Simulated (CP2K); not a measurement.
# SiO2 in CP2K: the effect of functional

Crystal: SiO2.

```
Si O
1.0
     6.84249    0.00000    0.00000
    -4.84867    4.82805    0.00000
    -0.99691   -2.41402    6.32442
Si O
4 8
Direct
  0.82311 0.82311 0.64622
  0.17689 0.82311 0.00000
  0.82311 0.17689 0.00000
  0.17689 0.17689 0.35378
  0.00000 0.79145 0.79145
  0.20855 0.00000 0.20855
  0.79145 0.00000 0.79145
  0.00000 0.20855 0.20855
  0.00000 0.00000 0.50000
  0.50000 0.00000 0.00000
  0.00000 0.50000 0.00000
  0.50000 0.50000 0.50000
```

The cell comes from a database or a generator and needn't be the stable form of this composition.

Alike in all runs:

| Property | Result |
| --- | --- |
| Program | CP2K 2026.2 |
| Task | atomic charges |
| Potentials or basis | POTENTIAL_UZH Si GTH-PBE-q4, O GTH-PBE-q6; DZVP-MOLOPT-PBE-GTH basis |
| Density cutoff | 11565 eV |
| k mesh | 5 × 5 × 5 |
| Occupations | fermi-dirac, width 0.05 eV |
| Spin | no spin polarisation |

```tsv
functional	gap on the mesh (eV)	pressure (GPa)	largest force (eV/Å)
LDA	7.16	3.1	0.20
PBEsol	7.37	3.4	0.22
AM05	?	?	?
BEEF-vdW	6.85	1.6	0.14
WC	7.43	3.1	0.19
r2SCAN	7.94	0.8	0.14
```

Task: What does the run with functional AM05 give?

Result: gap on the mesh 7.50 eV; pressure 3.9 GPa; largest force 0.26 eV/Å.

Caveats: the potentials were made for another functional, which shifts forces and pressure; an odd mesh through Γ misses points on the zone boundary, where band edges often lie; the basis of atomic orbitals isn't converged, which shifts pressures, moduli and gaps.

Runs at the PBE level aren't shown here.
